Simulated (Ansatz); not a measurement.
## Relativity in Co

```
CELL_PARAMETERS angstrom
0.00000 1.75666 1.75666
1.75666 0.00000 1.75666
1.75666 1.75666 0.00000
ATOMIC_POSITIONS crystal
Co 0.00000 0.00000 0.00000
```

The cell is the one relaxed in the Materials Project (mp-102), not relaxed further here; entries there can be hypothetical.

One fixed cell is solved with PBE by full-potential LAPW in Ansatz 0.2.0 under different relativistic treatments. Pressure is positive in compression.

Settings: a Γ-centred 18×18×18 k mesh, Fermi–Dirac smearing of 0.05 eV, basis error target 1 meV/atom, spin-polarised from start moments Co 2 μB.

```json
{"setting": "scalar-relativistic", "P (GPa)": "1.01", "lowest level at Γ above −25 eV, from the valence-band top or, without a gap, the Fermi level (eV)": "-9.15"}
{"setting": "non-relativistic", "P (GPa)": "?", "lowest level at Γ above −25 eV, from the valence-band top or, without a gap, the Fermi level (eV)": "?"}
{"setting": "with spin–orbit coupling", "P (GPa)": "1.06", "lowest level at Γ above −25 eV, from the valence-band top or, without a gap, the Fermi level (eV)": "-9.15"}
```

**Question.** Fill in "P (GPa)" for the row "non-relativistic".

**Answer.** 4.96.

**Question.** Fill in "lowest level at Γ above −25 eV, from the valence-band top or, without a gap, the Fermi level (eV)" for the row "non-relativistic".

**Answer.** -8.80.
